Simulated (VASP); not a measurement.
# ZrB2 (scan) (P6/mmm) in VASP: single point with r2SCAN

Aim: the single point of ZrB2 (scan) with r2SCAN.

Everything below comes from runs of VASP 6.6.1. Logs are shortened: lines on timing, memory, paths and dates and some standing lists are left out, and cuts for length are marked.

**1. Starting point**

Symmetry: P6/mmm, No. 191, hexagonal system. Conventional cell: a = 3.167 Å, b = 3.167 Å, c = 3.552 Å, α = 90.00°, β = 90.00°, γ = 120.00°. Zr (site symmetry 6/mmm) has 12 B at 2.55 Å as nearest neighbours. B (site symmetry -6m2) has 3 B at 1.83 Å as nearest neighbours.

**2. Single point, r2SCAN**

POSCAR reads:

```
ZrB2
1.0
    3.1673056646      0.0000000000      0.0000000000
   -1.5836528323      2.7429671671      0.0000000000
    0.0000000000      0.0000000000      3.5515364550
Zr B
1 2
Direct
    0.0000000000      0.0000000000      0.0000000000
    0.3333333333      0.6666666667      0.5000000000
    0.6666666667      0.3333333333      0.5000000000
```

INCAR.step1 reads:

```
SYSTEM = ZrB2
PREC     = Accurate       ! precision mode
ENCUT    = 520            ! plane-wave cutoff, eV
ISMEAR   = 0              ! smearing method
SIGMA    = 0.1            ! smearing width, eV
LREAL    = .False.        ! projectors in reciprocal space
LASPH    = .True.         ! aspherical terms in the spheres
NELM     = 100            ! most SCF steps
NBANDS   = 16             ! bands
GGA      = PE             ! functional
ALGO     = Normal         ! electronic algorithm
EDIFF    = 1E-4           ! SCF threshold, eV
LWAVE    = .True.         ! write WAVECAR
LCHARG   = .False.        ! write CHGCAR
```

INCAR.step2 reads:

```
SYSTEM = ZrB2
PREC     = Accurate       ! precision mode
ENCUT    = 520            ! plane-wave cutoff, eV
EDIFF    = 1E-6           ! SCF threshold, eV
ISMEAR   = 0              ! smearing method
SIGMA    = 0.1            ! smearing width, eV
LREAL    = .False.        ! projectors in reciprocal space
LASPH    = .True.         ! aspherical terms in the spheres
NELM     = 100            ! most SCF steps
ALGO     = Normal         ! electronic algorithm
ISIF     = 2              ! what is computed and relaxed
LWAVE    = .False.        ! write WAVECAR
LCHARG   = .True.         ! write CHGCAR
METAGGA  = R2SCAN         ! meta-GGA
LMIXTAU  = .True.       
LELF     = .True.         ! ELF
LVHAR    = .True.       
NBANDS   = 16             ! bands
ISTART   = 1
```

KPOINTS reads:

```
regular mesh
0
Gamma
  15 15 12
  0 0 0
```

Potentials or basis: VASP PAW PBE potentials, release 64 (Zr_sv, B).

Command:

```
$ cat potpaw_PBE.64/Zr_sv/POTCAR potpaw_PBE.64/B/POTCAR > POTCAR
$ cp INCAR.step1 INCAR
$ mpirun -np 1 vasp_std > vasp.out
$ cp INCAR.step2 INCAR
$ mpirun -np 1 vasp_std > vasp.out
```

OUTCAR:

```text
SYSTEM = ZrB2
   PREC = Accurate
   ENCUT = 520
   EDIFF = 1E-6
   ISMEAR = 0
   LREAL = .False.
   LASPH = .True.
   NELM = 100
   ISIF = 2
   METAGGA = R2SCAN
   ISTART = 1

 ion  position               nearest neighbor table
   1  0.000  0.000  0.000-   2 2.55   3 2.55   2 2.55   3 2.55   3 2.55   3 2.55   2 2.55   2 2.55
                             3 2.55   3 2.55   2 2.55   2 2.55
   2  0.333  0.667  0.500-   3 1.83   3 1.83   3 1.83   1 2.55   1 2.55   1 2.55   1 2.55   1 2.55
                             1 2.55
   3  0.667  0.333  0.500-   2 1.83   2 1.83   2 1.83   1 2.55   1 2.55   1 2.55   1 2.55   1 2.55
                             1 2.55

  LATTYP: Found a hexagonal cell.
 ALAT       =     3.1673056646
 C/A-ratio  =     1.1213115598

  Lattice vectors:

 A1 = (   3.1673056646,   0.0000000000,   0.0000000000)
 A2 = (  -1.5836528323,   2.7429671671,   0.0000000000)
 A3 = (   0.0000000000,   0.0000000000,   3.5515364550)

Analysis of symmetry for initial positions (statically):
=====================================================================
 Subroutine PRICEL returns:
 Original cell was already a primitive cell.

 Routine SETGRP: Setting up the symmetry group for a
 hexagonal supercell.

 Subroutine GETGRP returns: Found 24 space group operations
 (whereof 24 operations were pure point group operations)
 out of a pool of 24 trial point group operations.

The static configuration has the point symmetry D_6h.

Analysis of symmetry for dynamics (positions and initial velocities):
=====================================================================
 Subroutine PRICEL returns:
 Original cell was already a primitive cell.

 Routine SETGRP: Setting up the symmetry group for a
 hexagonal supercell.

 Subroutine GETGRP returns: Found 24 space group operations
 (whereof 24 operations were pure point group operations)
 out of a pool of 24 trial point group operations.

The dynamic configuration has the point symmetry D_6h.

 Subroutine INISYM returns: Found 24 space group operations
 (whereof 24 operations are pure point group operations),
 and found     1 'primitive' translations

----------------------------------------------------------------------------------------

                                     Primitive cell

  volume of cell :      30.8551

  direct lattice vectors                    reciprocal lattice vectors
     3.167305665  0.000000000  0.000000000     0.315725764  0.182284355  0.000000000
    -1.583652832  2.742967167  0.000000000     0.000000000  0.364568709  0.000000000
     0.000000000  0.000000000  3.551536455     0.000000000  0.000000000  0.281568277

  length of vectors
     3.167305665  3.167305665  3.551536455     0.364568709  0.364568709  0.281568277

  position of ions in fractional coordinates (direct lattice)
     0.000000000  0.000000000  0.000000000
     0.333333333  0.666666667  0.500000000
     0.666666667  0.333333333  0.500000000

  ion indices of the primitive-cell ions
   primitive index   ion index
                 1           1
                 2           2
                 3           3

----------------------------------------------------------------------------------------

 KPOINTS: regular mesh

Automatic generation of k-mesh.
 Grid dimensions read from file:
 generate k-points for:   15   15   12

 Generating k-lattice:

  Cartesian coordinates                     Fractional coordinates (reciprocal lattice)
     0.021048384  0.012152290  0.000000000     0.066666667  0.000000000  0.000000000
     0.000000000  0.024304581  0.000000000     0.000000000  0.066666667  0.000000000
     0.000000000  0.000000000  0.023464023     0.000000000  0.000000000  0.083333333

  Length of vectors
     0.024304581  0.024304581  0.023464023

  Shift w.r.t. Gamma in fractional coordinates (k-lattice)
     0.000000000  0.000000000  0.000000000

 Subroutine IBZKPT returns following result:
 ===========================================

 Found    189 irreducible k-points:

 Following reciprocal coordinates:
            Coordinates               Weight
  0.000000  0.000000  0.000000      1.000000
  0.066667  0.000000  0.000000      6.000000
  0.133333  0.000000  0.000000      6.000000
  0.200000  0.000000  0.000000      6.000000
  0.266667  0.000000  0.000000      6.000000
  0.333333  0.000000  0.000000      6.000000
[... 16 lines left out ...]
  0.333333  0.200000  0.000000     12.000000
  0.400000  0.200000  0.000000      6.000000
 [... further k-points ...]
   k-points           NKPTS =    189   k-points in BZ     NKDIM =    189   number of bands    NBANDS=     16
   number of dos      NEDOS =    301   number of ions     NIONS =      3
   total plane-waves  NPLWV =  16128
   dimension x,y,z NGX =    24 NGY =   24 NGZ =   28
   dimension x,y,z NGXF=    48 NGYF=   48 NGZF=   56
   ions per type =               1   2
   NGX,Y,Z   is equivalent  to a cutoff of  12.60, 12.60, 13.11 a.u.
   NGXF,Y,Z  is equivalent  to a cutoff of  25.19, 25.19, 26.21 a.u.
 SYSTEM =  ZrB2
   PREC   = accura    normal or accurate (medium, high low for compatibility)
   ISTART =      1    job   : 0-new  1-cont  2-samecut
   ICHARG =      0    charge: 1-file 2-atom 10-const
   ISPIN  =      1    spin polarized calculation?
   LNONCOLLINEAR =      F non collinear calculations
   LSORBIT =      F    spin-orbit coupling
   LASPH  =      T    aspherical Exc in radial PAW
   ENCUT  =  520.0 eV  38.22 Ry    6.18 a.u.   5.89  5.89  6.60*2*pi/ulx,y,z
   NELM   =    100;   NELMIN=  2; NELMDL=  0     # of ELM steps
   EDIFF  = 0.1E-05   stopping-criterion for ELM
   LREAL  =      F    real-space projection
   EDIFFG = 0.1E-04   stopping-criterion for IOM
   NSW    =      0    number of steps for IOM
   IBRION =     -1    ionic relax: 0-MD 1-quasi-New 2-CG
   NFREE  =      0    steps in history (QN), initial steepest desc. (CG)
   ISIF   =      2    stress and relaxation
   ISYM   =      2    0-nonsym 1-usesym 2-fastsym
   POTIM  = 0.5000    time-step for ionic-motion
   TEBEG  =    0.0;   TEEND  =   0.0 temperature during run
   PSTRESS=    0.0 pullay stress
   NELECT =      18.0000    total number of electrons
   NUPDOWN=      -1.0000    fix difference up-down
   EMIN   =  10.00;   EMAX   =-10.00  energy-range for DOS
   EFERMI =   0.00;   METHOD = LEGACY
   ISMEAR =     0;   SIGMA  =   0.10  broadening in eV -4-tet -1-fermi 0-gaus
   EFERMI_NEDOS =   21; number of points for ismear=-14 and -15
   IALGO  =     38    algorithm
   IMIX   =      4    mixing-type and parameters
     AMIX     =   0.40;   BMIX     =  1.00
     AMIX_MAG =   1.60;   BMIX_MAG =  1.00
  volume/ion in A,a.u.               =      10.29        69.41
  Fermi-wavevector in a.u.,A,eV,Ry     =   1.367907  2.584970 25.458824  1.871171
  Thomas-Fermi vector in A             =   2.493918
   LORBIT       =      0    0 simple, 1 ext, 2 COOP (PROOUT), +10 PAW based schemes
   METAGGA = R2SCAN    functional components
   LHFCALC =     F    Hartree Fock is set to
   AEXX    =    0.0000 exact exchange contribution
   IVDW    =     0    specifies the selected vdW correction
   LEPSILON=     F    determine dielectric tensor
   LRPA    =     F    only Hartree local field effects (RPA)
 non-spin polarized calculation
 Gauss-broadening in eV      SIGMA  =   0.10
  energy-cutoff  :      520.00
  volume of cell :       30.86
 maximum number of plane-waves:       852
 NGX is ok and might be reduce to    24
   NGX = 11   NGY = 11   NGZ = 13

 number of electron      18.0000000 magnetization

 Free energy of the ion-electron system (eV)
  ---------------------------------------------------
  ext. energy  EPLUGINS =         0.00000000
  ---------------------------------------------------
  free energy    TOTEN  =       -40.63825669 eV

  energy without entropy =      -40.63727314  energy(sigma->0) =      -40.63776492

 E-fermi :  10.6048     XC(G=0): -13.3550

 val. band max:       10.6018278357   @ k =   0.0667   0.0667   0.4167
 cond. band min:      10.6529543134   @ k =   0.1333   0.1333   0.2500
 fundamental gap:      0.0511264777
 Fermi energy:        10.6047944925

 k-point     1 :       0.0000    0.0000    0.0000
  band No.  band energies     occupation
      1     -39.8230      2.00000
      2     -17.3203      2.00000
      3     -16.7376      2.00000
      4     -16.7376      2.00000
      5      -3.0253      2.00000
      6       7.8695      2.00000
[... 8 lines left out ...]
     15      15.9774      0.00000
     16      15.9774      0.00000

 k-point     2 :       0.0667    0.0000    0.0000
  band No.  band energies     occupation
      1     -39.8177      2.00000
      2     -17.3123      2.00000
      3     -16.7838      2.00000
      4     -16.7474      2.00000
      5      -2.9306      2.00000
      6       7.5701      2.00000
[... 8 lines left out ...]
     15      16.4190      0.00000
     16      16.6621      0.00000

 k-point     3 :       0.1333    0.0000    0.0000
  band No.  band energies     occupation
      1     -39.8025      2.00000
      2     -17.2898      2.00000
      3     -16.9123      2.00000
      4     -16.7751      2.00000
      5      -2.6538      2.00000
      6       6.8171      2.00000
[... 8 lines left out ...]
     15      17.1421      0.00000
     16      17.8912      0.00000

 k-point     4 :       0.2000    0.0000    0.0000
  band No.  band energies     occupation
      1     -39.7800      2.00000
      2     -17.2565      2.00000
      3     -17.0969      2.00000
      4     -16.8155      2.00000
      5      -2.2131      2.00000
      6       5.8464      2.00000
[... 8 lines left out ...]
     15      17.7688      0.00000
     16      18.6072      0.00000
[... 324 lines left out ...]
 k-point    22 :       0.2667    0.2000    0.0000
  band No.  band energies     occupation
      1     -39.7046      2.00000
      2     -17.5362      2.00000
      3     -17.1442      2.00000
      4     -17.0996      2.00000
      5      -0.0273      2.00000
      6       3.4156      2.00000
[... 8 lines left out ...]
     15      18.8088      0.00000
     16      20.8132      0.00000

 k-point    23 :       0.3333    0.2000    0.0000
  band No.  band energies     occupation
      1     -39.6920      2.00000
      2     -17.5908      2.00000
      3     -17.1620      2.00000
      4     -17.1254      2.00000
      5       0.7972      2.00000
      6       2.5793      2.00000
[... 8 lines left out ...]
     15      19.8879      0.00000
     16      20.8614      0.00000

 k-point    24 :       0.4000    0.2000    0.0000
  band No.  band energies     occupation
      1     -39.6875      2.00000
      2     -17.6092      2.00000
      3     -17.1848      2.00000
      4     -17.1187      2.00000
      5       1.6605      2.00000
      6       1.7027      2.00000
[... 8 lines left out ...]
     15      20.4175      0.00000
     16      20.5818      0.00000

 [... further k-points ...]
[... 5 lines left out ...]
  --------------------------------------------------------------------------------------
  -------------------------------------------------------------------------------------
  Total        0.0133418      0.0133418      0.0186032      0.0000000      0.0000000      0.0000000
  in kB        0.6927842      0.6927842      0.9659850      0.0000000      0.0000000      0.0000000
  external PRESSURE =       0.7838512 kB  Pullay stress =       0.0000000 kB

 VOLUME and BASIS-vectors are now :
 -----------------------------------------------------------------------------
  energy-cutoff  :      520.00
  volume of cell :       30.86
      direct lattice vectors                 reciprocal lattice vectors
     3.167305665  0.000000000  0.000000000     0.315725764  0.182284355  0.000000000
    -1.583652832  2.742967167  0.000000000     0.000000000  0.364568709  0.000000000
     0.000000000  0.000000000  3.551536455     0.000000000  0.000000000  0.281568277

 POSITION                                       TOTAL-FORCE (eV/Angst)
 -----------------------------------------------------------------------------------
      0.00000      0.00000      0.00000        -0.000000     -0.000000     -0.000000
     -0.00000      1.82864      1.77577        -0.000000      0.000000      0.000000
      1.58365      0.91432      1.77577         0.000000      0.000000     -0.000000
 -----------------------------------------------------------------------------------
    total drift:                               -0.000000      0.000000      0.000000

  FREE ENERGIE OF THE ION-ELECTRON SYSTEM (eV)
  ---------------------------------------------------
  free  energy   TOTEN  =       -40.6382566900 eV

  energy  without entropy=      -40.6372731401  energy(sigma->0) =      -40.63776492
```

It took 2.5 min on 1 thread of Intel Xeon Platinum 8488C (Sapphire Rapids), shared host; peak memory 0.22 GiB.

Results:

```yaml
Free_energy: -40.6383 eV
Pressure: 0.1 GPa
Band_gap_on_the_k_mesh: none (metal or under the smearing width)
```

Caveat: the PAW data sets were made with another functional, which shifts forces and pressure a little.
